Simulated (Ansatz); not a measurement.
**Zinc, fcc under r²SCAN: ground state and equation of state, part 1 of 2**

The plan for zinc in the fcc structure: relax it, solve it on a dense k-mesh, switch on spin-orbit coupling, then scale the cell to 7 volumes from 88 to 112 % of the relaxed one and try a fit of the equation of state. The k-meshes are 14×14×14 for the relaxation; 23×23×23 for the dense run; 14×14×14 for spin-orbit coupling; 16×16×16 for the volumes.

This is Zn in the fcc structure; at room conditions it is hcp.

Computed with Ansatz 0.2.0 (DFT r2SCAN, plane waves (500 eV) with PAW, scalar-relativistic; the PAW data stem from PBE, with regenerated cores, unless a step says otherwise).

### 1 The starting structure

The structure is cubic, space group Fm-3m (No. 225). The conventional cell has a = 3.933 Å, b = 3.933 Å, c = 3.933 Å, α = 90.00°, β = 90.00°, γ = 90.00°. Zn (site symmetry m-3m) is surrounded by 12 Zn at 2.78 Å.

Coordinates:

```
Zn
1.0
     0.00000    1.96655    1.96655
     1.96655    0.00000    1.96655
     1.96655    1.96655    0.00000
Zn
1
Direct
  0.00000 0.00000 0.00000
```

### 2 Geometry optimisation

File input.yaml:

```yaml
crystal:
  lattice:
    - [0.0, 1.9665497572, 1.9665497572]
    - [1.9665497572, 0.0, 1.9665497572]
    - [1.9665497572, 1.9665497572, 0.0]
  atoms:
    - { symbol: Zn, position: [0.0, 0.0, 0.0] }
hamiltonian:
  xc: r2scan
  pseudopotentials:
    kind: paw
    azcp:
      Zn: "pseudopotentials/Zn.paw.azcp"
basis:
  ecutwfc: 500
  fft_grid_basis: typed
kpoints:
  mp_grid: { grid: [14, 14, 14], shift: [0, 0, 0] }
magnetization:
  spin_polarized: false
scf:
  occupations: { method: fermi_dirac, width: 0.1 }
relax:
  max_steps: 60
  f_tol: 0.01
  cell: {}
output:
  write_density: true
  write_potential: true
  elf: true
  volumetric_format: npy
```

Started as:

```
$ ansatz run input.yaml --threads 1 --pin off --max-ram 3584MiB --backend cpu --events-out ev --progress --plain --runs-dir out
```

What it wrote:

```text
Engine: ansatz 0.2.0, x86_64-unknown-linux-gnu
Pseudopotentials: kind: paw
Pseudopotential: Zn, paw, valence charge 12, recommended cutoff 500 eV (meta_gga), <dir>
Functional definition: r2SCAN
  parameter k0 = 0.174
  parameter k1 = 0.065
  parameter a1 = 4.9479
  exchange = r2scan_x(k0 = k0, k1 = k1, a1 = a1)
  correlation = r2scan_c
Crystal: 1 atoms, lattice volume = 15.211 Å³
Basis set: ecut = 500 eV, 387 PW (Γ), exchange–correlation on 96×96×96 points (64 copies of the dense FFT grid, shifted against one another)
Bands: 10, of which v1, the nominal top of the filled ones, is band 6 counted from 1 (5 counted from 0)
Symmetry: 48 space group operations
Space group: Fm-3m (ITA 225), of the structure as read, at distance tolerance 2.5e-5 Å
k-points: 104 of 2744
Non-local potential: Zn, projectors of the file, l = 0: 2, l = 1: 2, l = 2: 3, l = 3: 1
PAW form: soft (Blöchl's): semilocal exchange-correlation on the pseudo side does not see the compensation charge
PAW frozen core: Zn, regenerated for the run's functional (the file was generated under x = pbe(κ = 0.804, μ = 0.2195149727645171), c = pbe(β = 0.06672455060314922))
PAW one-centre angular grid: Zn, 590 points (default); XC on 261 of its mesh's 2673 points in the sphere
Initial density: superposition of atomic densities (neutral atoms: chi_scale 0, normalization atom), corrected by the library's trained network
Initial wavefunctions: pseudopotential atomic-orbital guess
Functional: x = r2scan, c = r2scan; τ floored in thin density (d = 2e-4 eV/Å³)
SCF iter   1: F=—  HF=-3325.645787 eV  |F-HF|=—  |Δ(HF+E_count)|=         —  Δρ=2.36e-2  dr2=4.29e-2  dr2_τ=8.68e-4  ethr=1.77e-3  ⟨swp⟩=5.0  Hψ=7124  notcnv=0
preconditioner: auto → none  [insulator: Δε(μ)=0.297 eV  Ē_g=18.111 eV  σ=0.100 eV  W_gap=0.60  n_scr=0 (ndim 8)  ℏωp=33.0 eV  f_vac=0.000  D(μ)=0.19/eV (n_scr^D=0)  ε∞_Penn≈4.3]
SCF iter   2: F=—  HF=-3325.639971 eV  |F-HF|=—  |Δ(HF+E_count)|=   5.82e-3  Δρ=8.80e-3  dr2=7.27e-3  dr2_τ=2.30e-4  ethr=3.58e-4  ⟨swp⟩=2.1  Hψ=2903  notcnv=0
SCF iter   3: F=—  HF=-3325.634342 eV  |F-HF|=—  |Δ(HF+E_count)|=   5.63e-3  Δρ=2.45e-3  dr2=3.51e-4  dr2_τ=1.88e-6  ethr=6.06e-5  ⟨swp⟩=2.0  Hψ=2044  notcnv=0
SCF iter   4: F=—  HF=-3325.634448 eV  |F-HF|=—  |Δ(HF+E_count)|=   1.06e-4  Δρ=2.98e-4  dr2=5.62e-6  dr2_τ=9.00e-8  ethr=2.92e-6  ⟨swp⟩=1.6  Hψ=1756  notcnv=0
SCF iter   5: F=—  HF=-3325.634451 eV  |F-HF|=—  |Δ(HF+E_count)|=   2.44e-6  Δρ=7.18e-5  dr2=4.80e-7  dr2_τ=2.88e-9  ethr=4.69e-8  ⟨swp⟩=2.0  Hψ=1663  notcnv=0
SCF iter   6: F=-3325.634452 eV  HF=-3325.634452 eV  |F-HF|=7.27e-9  |Δ(HF+E_count)|=   1.30e-6  Δρ=5.34e-6  dr2=3.33e-9  dr2_τ=8.81e-11  ethr=8.33e-10  ⟨swp⟩=8.9  Hψ=6204  notcnv=0
SCF 1 converged in 6 iterations: F = -3325.634452 eV  dr2 = 3.33e-9
relax step   1: F+E_penalty+E_count = -3325.63445194 eV  Δ(F+E_penalty+E_count) = +0.000e0 eV  max|allowed force component| = 0.000e0 eV/Å  Δτ_max = 0.0000 Å  P = -4.377 GPa  Ω = 15.211 Å³  (6 SCF iters, dr2 threshold 1.00e-7 eV, accepted)
Crystal: 1 atoms, lattice volume = 14.542 Å³
Basis set: ecut = 500 eV, 339 PW (Γ), exchange–correlation on 96×96×96 points (64 copies of the dense FFT grid, shifted against one another)
Initial density: handed on by an earlier stage of this run
Initial wavefunctions: those handed on with the density
iter 1 solved again at ethr=1.54e-5 eV; its pass at ethr=3.10e-3 eV (dr2=1.84e-3 eV) is discarded
SCF iter   1: F=—  HF=-3325.634045 eV  |F-HF|=—  |Δ(HF+E_count)|=         —  Δρ=4.60e-3  dr2=1.90e-3  dr2_τ=3.04e-3  ethr=1.54e-5  ⟨swp⟩=1.5  Hψ=9855  notcnv=0
preconditioner: auto → none  [metal: Δε(μ)=0.194 eV  Ē_g=18.245 eV  σ=0.100 eV  W_gap=0.45  n_scr=0 (ndim 8)  ℏωp=33.7 eV  f_vac=0.000  D(μ)=0.23/eV (n_scr^D=0)]
SCF iter   2: F=—  HF=-3325.646569 eV  |F-HF|=—  |Δ(HF+E_count)|=   1.25e-2  Δρ=1.85e-3  dr2=2.17e-4  dr2_τ=5.98e-6  ethr=1.54e-5  ⟨swp⟩=2.0  Hψ=2080  notcnv=0
SCF iter   3: F=—  HF=-3325.646376 eV  |F-HF|=—  |Δ(HF+E_count)|=   1.93e-4  Δρ=4.56e-4  dr2=2.54e-5  dr2_τ=1.38e-7  ethr=1.81e-6  ⟨swp⟩=2.0  Hψ=1817  notcnv=0
SCF iter   4: F=—  HF=-3325.646377 eV  |F-HF|=—  |Δ(HF+E_count)|=   1.44e-6  Δρ=1.07e-4  dr2=1.29e-6  dr2_τ=8.05e-8  ethr=2.12e-7  ⟨swp⟩=2.7  Hψ=1698  notcnv=0
SCF iter   5: F=—  HF=-3325.646379 eV  |F-HF|=—  |Δ(HF+E_count)|=   1.48e-6  Δρ=4.71e-5  dr2=1.23e-7  dr2_τ=2.66e-9  ethr=1.08e-8  ⟨swp⟩=2.0  Hψ=1666  notcnv=0
SCF iter   6: F=-3325.646379 eV  HF=-3325.646379 eV  |F-HF|=2.14e-9  |Δ(HF+E_count)|=   1.60e-7  Δρ=1.41e-5  dr2=1.28e-8  dr2_τ=1.61e-10  ethr=8.33e-10  ⟨swp⟩=8.0  Hψ=5585  notcnv=0
SCF 2 converged in 6 iterations: F = -3325.646379 eV  dr2 = 1.28e-8
relax step   2: F+E_penalty+E_count = -3325.64637909 eV  Δ(F+E_penalty+E_count) = -1.193e-2 eV  max|allowed force component| = 0.000e0 eV/Å  Δτ_max = 0.0000 Å  P = -1.093 GPa  Ω = 14.542 Å³  energy of the carried Pulay correction = +1.958e-4 eV  (6 SCF iters, dr2 threshold 1.00e-7 eV, accepted)
Crystal: 1 atoms, lattice volume = 14.332 Å³
iter 1 solved again at ethr=1.79e-6 eV; its pass at ethr=3.10e-3 eV (dr2=2.15e-4 eV) is discarded
SCF iter   1: F=—  HF=-3325.645701 eV  |F-HF|=—  |Δ(HF+E_count)|=         —  Δρ=1.61e-3  dr2=2.33e-4  dr2_τ=3.29e-4  ethr=1.79e-6  ⟨swp⟩=2.1  Hψ=9442  notcnv=0
preconditioner: auto → none  [metal: Δε(μ)=0.150 eV  Ē_g=18.406 eV  σ=0.100 eV  W_gap=0.35  n_scr=0 (ndim 8)  ℏωp=34.0 eV  f_vac=0.000  D(μ)=0.24/eV (n_scr^D=0)]
SCF iter   2: F=—  HF=-3325.647106 eV  |F-HF|=—  |Δ(HF+E_count)|=   1.41e-3  Δρ=6.82e-4  dr2=2.98e-5  dr2_τ=7.98e-7  ethr=1.79e-6  ⟨swp⟩=2.0  Hψ=1667  notcnv=0
SCF iter   3: F=—  HF=-3325.647079 eV  |F-HF|=—  |Δ(HF+E_count)|=   2.69e-5  Δρ=1.48e-4  dr2=2.65e-6  dr2_τ=1.35e-8  ethr=2.49e-7  ⟨swp⟩=2.0  Hψ=1646  notcnv=0
SCF iter   4: F=—  HF=-3325.647079 eV  |F-HF|=—  |Δ(HF+E_count)|=   9.69e-8  Δρ=3.87e-5  dr2=1.75e-7  dr2_τ=7.74e-9  ethr=2.21e-8  ⟨swp⟩=2.1  Hψ=1657  notcnv=0
SCF iter   5: F=-3325.647079 eV  HF=-3325.647079 eV  |F-HF|=3.37e-9  |Δ(HF+E_count)|=   1.54e-7  Δρ=2.16e-5  dr2=2.87e-8  dr2_τ=2.90e-10  ethr=8.33e-10  ⟨swp⟩=8.0  Hψ=5787  notcnv=0
SCF 3 converged in 5 iterations: F = -3325.647079 eV  dr2 = 2.87e-8
relax step   3: F+E_penalty+E_count = -3325.64707886 eV  Δ(F+E_penalty+E_count) = -6.998e-4 eV  max|allowed force component| = 0.000e0 eV/Å  Δτ_max = 0.0000 Å  P = +0.139 GPa  Ω = 14.332 Å³  energy of the carried Pulay correction = +2.590e-4 eV  (5 SCF iters, dr2 threshold 1.00e-7 eV, accepted)
Crystal: 1 atoms, lattice volume = 14.356 Å³
iter 1 solved again at ethr=2.93e-8 eV; its pass at ethr=3.10e-3 eV (dr2=3.51e-6 eV) is discarded
SCF iter   1: F=—  HF=-3325.647065 eV  |F-HF|=—  |Δ(HF+E_count)|=         —  Δρ=2.06e-4  dr2=3.71e-6  dr2_τ=4.16e-6  ethr=2.93e-8  ⟨swp⟩=2.1  Hψ=9170  notcnv=0
preconditioner: auto → none  [metal: Δε(μ)=0.157 eV  Ē_g=18.402 eV  σ=0.100 eV  W_gap=0.37  n_scr=0 (ndim 8)  ℏωp=33.9 eV  f_vac=0.000  D(μ)=0.24/eV (n_scr^D=0)]
SCF iter   2: F=—  HF=-3325.647082 eV  |F-HF|=—  |Δ(HF+E_count)|=   1.74e-5  Δρ=8.19e-5  dr2=4.55e-7  dr2_τ=1.35e-8  ethr=2.93e-8  ⟨swp⟩=2.0  Hψ=1667  notcnv=0
SCF iter   3: F=-3325.647082 eV  HF=-3325.647082 eV  |F-HF|=1.96e-8  |Δ(HF+E_count)|=   4.36e-7  Δρ=1.83e-5  dr2=3.76e-8  dr2_τ=1.68e-10  ethr=4.01e-10  ⟨swp⟩=6.0  Hψ=6142  notcnv=0
SCF 4 converged in 3 iterations: F = -3325.647082 eV  dr2 = 3.76e-8
relax step   4: F+E_penalty+E_count = -3325.64708150 eV  Δ(F+E_penalty+E_count) = -2.639e-6 eV  max|allowed force component| = 0.000e0 eV/Å  Δτ_max = 0.0000 Å  P = -0.004 GPa  Ω = 14.356 Å³  energy of the carried Pulay correction = +2.519e-4 eV  (3 SCF iters, dr2 threshold 4.82e-8 eV, accepted)
Basis set: ecut = 500 eV, 339 PW (Γ), exchange–correlation on 80×80×80 points (64 copies of the dense FFT grid, shifted against one another)
Initial wavefunctions: pseudopotential atomic-orbital guess (no wavefunctions were taken with the density)
iter 1 solved again at ethr=1.12e-9 eV; its pass at ethr=3.10e-3 eV (dr2=1.35e-7 eV) is discarded
SCF iter   1: F=—  HF=-3325.646910 eV  |F-HF|=—  |Δ(HF+E_count)|=         —  Δρ=6.44e-5  dr2=1.44e-7  dr2_τ=1.18e-7  ethr=1.12e-9  ⟨swp⟩=4.3  Hψ=11043  notcnv=0
preconditioner: auto → none  [metal: Δε(μ)=0.156 eV  Ē_g=18.401 eV  σ=0.100 eV  W_gap=0.37  n_scr=0 (ndim 8)  ℏωp=33.9 eV  f_vac=0.000  D(μ)=0.24/eV (n_scr^D=0)]
SCF iter   2: F=—  HF=-3325.646911 eV  |F-HF|=—  |Δ(HF+E_count)|=   3.68e-7  Δρ=6.53e-5  dr2=2.50e-7  dr2_τ=9.00e-9  ethr=1.12e-9  ⟨swp⟩=2.0  Hψ=1670  notcnv=0
SCF iter   3: F=—  HF=-3325.646911 eV  |F-HF|=—  |Δ(HF+E_count)|=   1.12e-7  Δρ=1.91e-5  dr2=3.11e-8  dr2_τ=1.27e-9  ethr=1.12e-9  ⟨swp⟩=2.0  Hψ=1666  notcnv=0
SCF iter   4: F=—  HF=-3325.646911 eV  |F-HF|=—  |Δ(HF+E_count)|=   1.85e-8  Δρ=2.30e-6  dr2=2.03e-10  dr2_τ=2.14e-11  ethr=2.59e-10  ⟨swp⟩=2.0  Hψ=1666  notcnv=0
SCF iter   5: F=-3325.646911 eV  HF=-3325.646911 eV  |F-HF|=8.64e-12  |Δ(HF+E_count)|=  5.98e-10  Δρ=3.03e-7  dr2=5.97e-12  dr2_τ=2.09e-13  ethr=1.00e-12  ⟨swp⟩=4.5  Hψ=5191  notcnv=0
SCF 5 converged in 5 iterations: F = -3325.646911 eV  dr2 = 5.97e-12
relax step   5: F+E_penalty+E_count = -3325.64691066 eV  Δ(F+E_penalty+E_count) = +1.708e-4 eV  max|allowed force component| = 0.000e0 eV/Å  Δτ_max = 0.0000 Å  P = -0.033 GPa  Ω = 14.356 Å³  stress off target by 3.33e-2 GPa  SCF on the basis re-selected at this cell (its energy is not comparable with the rows above)  (5 SCF iters)
basis re-selected at this cell: Δ(F+E_penalty+E_count) = +1.708e-4 eV, ΔP = -0.030 GPa vs the last step (what re-selecting the basis moved, of the pressure what is left beyond the Pulay correction that the steps carried, after the strain that the cell walked since its last selection, with what the two solves' SCF thresholds leave and, on support functions, any second-order correction that the steps lacked; it is no measure of the basis error at this ecutwfc). The dense FFT grid was sized anew with the basis: this SCF ran on 20×20×20 points, the steps before it on 24×24×24, so part of this shift can come from that change (see relax.cell in the input reference). This SCF's stress stands 3.33e-2 GPa from its target on what of the cell is left free (relax.cell.stress_tol is 5.00e-2 GPa) and its largest allowed force component is 0.00e0 eV/Å (relax.f_tol is 1.00e-2 eV/Å): within both
SCF converged after 5 iterations
Free energy (F): -3325.646911 eV
Harris-Foulkes:  -3325.646911 eV  (|F-HF|=8.64e-12)
Internal energy: -3325.638860 eV  (E = F + TS)
E sigma→0 (E₀):  -3325.642885 eV
Entropy (-TS):   -0.008051 eV (-8.051 meV/atom)
Fermi energy:    11.752021 eV
--- Per-component energies (eV) ---
  E_band       = 53.019141
  E_kinetic    = 130.771639
  E_local      = -1497.980975  (includes V_loc(G=0)·N_el)
  E_nonlocal   = 613.648181
  E_hartree    = 630.979114
  E_xc         = -124.750980
  E_vxc        = -55.055274  (∫ρ·V_xc dr)
  E_paw        = -1846.012584  (= ΣΔE_a)
  E_vpaw       = -403.549064  (= ΣTr[D̂ρ^β])
  E_aug_tail   = -0.000067  (compensation charges beyond the density's cutoff)
  E_vtau       = 3.226592  (kinetic-family band-sum trace: ∫τ·v_τ [+ j·A + Jᵃ·Aᵃ] dr)
  E_ewald      = -1232.110570
  E_core_change = -0.182619  (= ΣΔE_core)
  E_smearing   = -0.008051  (= −TS)
  E_closure    = 0.000000  (closes the sum)
  Σ components = -3325.646911   (vs F -3325.646911, Δ=0.00e0)
--- Forces (eV/Å), atoms counted from 1 ---
  atom   1  Zn    -0.00000000     0.00000000     0.00000000
  max |Σ_I F_I| component: 4.93e-32 eV/Å
--- Stress (GPa, compression-positive) ---
       -0.033305       0.000000       0.000000
        0.000000      -0.033305       0.000000
        0.000000       0.000000      -0.033305
  P = ⅓ Tr σ = -0.0333 GPa (-0.333 kbar)
--- Band table (eV; the first three rows and the last of 104) ---
  k-point 0: bands = ["0.4498", "3.7007", "3.7007", "3.7007", "4.1280", "4.1280", "31.4294", "31.8062", "31.8062", "31.8062"]
  k-point 1: bands = ["0.6174", "3.6852", "3.7202", "3.7202", "4.1223", "4.1223", "28.7912", "31.2073", "31.2073", "31.4943"]
  k-point 2: bands = ["1.1076", "3.6561", "3.7647", "3.7647", "4.1172", "4.1172", "25.0430", "30.2991", "30.2991", "31.3409"]
  k-point 103: bands = ["3.2586", "3.4128", "3.7283", "4.1691", "4.5295", "13.2378", "15.0343", "15.2436", "16.4982", "33.3287"]
--- Relaxed structure (4 steps of the walk, 4 accepted, 1 SCFs on fresh bases) ---
  F+E_penalty+E_count = -3325.64691066 eV   max|allowed force component| = 0.000e0 eV/Å   (the final SCF, on the basis selected at the relaxed cell)
  cell:  # Å, volume = 14.3556 Å³
    - [-4.0762976263164716e-34, 1.9289940698650454, 1.9289940698650454]
    - [1.9289940698650454, -7.802288425371372e-34, 1.9289940698650454]
    - [1.9289940698650454, 1.9289940698650454, -2.7069163924757827e-34]
  atoms:
    - { symbol: Zn, position: [0.0, 0.0, 0.0] }
```

Wall time 21 s (1 thread of Intel Xeon Platinum 8259CL at 2.50GHz (Skylake/Cascade Lake), shared host); peak memory 0.55 GiB.

Relaxation path:

```
step  energy change (meV/atom)  largest force (eV/Å)  pressure (GPa)  volume (Å³/atom)
   1                      0.00                0.0000           -4.38            15.211
   2                    -11.93                0.0000           -1.09            14.542
   3                    -12.63                0.0000            0.14            14.332
   4                    -12.63                0.0000            0.00            14.356
   5                    -12.46                0.0000           -0.03            14.356
```

Steps that repeat a cell are solved on a basis chosen anew, so their changes of energy are no gain of the relaxation.

The cell of the run, before and after:

|  | before | after | change |
| --- | --- | --- | --- |
| a (Å) | 2.781 | 2.728 | -1.9 % |
| b (Å) | 2.781 | 2.728 | -1.9 % |
| c (Å) | 2.781 | 2.728 | -1.9 % |
| volume (Å³/atom) | 15.211 | 14.356 | -5.6 % |
| shortest distance (Å) | 2.781 | 2.728 | -1.9 % |
| space group (spins left aside) | Fm-3m | Fm-3m | same |

### 3 The energy on a finer k-mesh

File input.yaml:

```yaml
crystal:
  lattice:
    - [0.0, 1.9289940699, 1.9289940699]
    - [1.9289940699, 0.0, 1.9289940699]
    - [1.9289940699, 1.9289940699, 0.0]
  atoms:
    - { symbol: Zn, position: [0.0, 0.0, 0.0] }
hamiltonian:
  xc: r2scan
  pseudopotentials:
    kind: paw
    azcp:
      Zn: "pseudopotentials/Zn.paw.azcp"
basis:
  ecutwfc: 500
  fft_grid_basis: typed
kpoints:
  mp_grid: { grid: [23, 23, 23], shift: [0, 0, 0] }
magnetization:
  spin_polarized: false
scf:
  occupations: { method: fermi_dirac, width: 0.1 }
```

Started as:

```
$ ansatz run input.yaml --threads 1 --pin off --max-ram 3584MiB --backend cpu --events-out ev --progress --plain --runs-dir out
```

What it wrote (excerpt; [...] marks lines left out):

```text
[...]
[... 3 set-up lines as earlier in the session ...]
[...]
Crystal: 1 atoms, lattice volume = 14.356 Å³
Basis set: ecut = 500 eV, 339 PW (Γ), exchange–correlation on 80×80×80 points (64 copies of the dense FFT grid, shifted against one another)
Bands: 10, of which v1, the nominal top of the filled ones, is band 6 counted from 1 (5 counted from 0)
[... 1 set-up line as earlier in the session ...]
Space group: Fm-3m (ITA 225), of the structure as read, at distance tolerance 2.4e-5 Å
k-points: 364 of 12167
[...]
SCF iter   1: F=—  HF=-3325.651654 eV  |F-HF|=—  |Δ(HF+E_count)|=         —  Δρ=2.40e-2  dr2=4.13e-2  dr2_τ=1.08e-3  ethr=1.77e-3  ⟨swp⟩=5.1  Hψ=25798  notcnv=0
[...]
SCF iter   6: F=-3325.642107 eV  HF=-3325.642107 eV  |F-HF|=4.47e-9  |Δ(HF+E_count)|=   1.31e-6  Δρ=5.22e-6  dr2=2.59e-9  dr2_τ=9.26e-11  ethr=8.33e-10  ⟨swp⟩=3.6  Hψ=10166  notcnv=0
[...]
SCF converged after 6 iterations
Free energy (F): -3325.642107 eV
[...]
E sigma→0 (E₀):  -3325.637338 eV
Entropy (-TS):   -0.009538 eV (-9.538 meV/atom)
Fermi energy:    11.785651 eV
[...]
```

Wall time 8.6 s (1 thread of Intel Xeon Platinum 8259CL at 2.50GHz (Skylake/Cascade Lake), shared host); peak memory 0.54 GiB.

(Continued in part 2 of 2.)
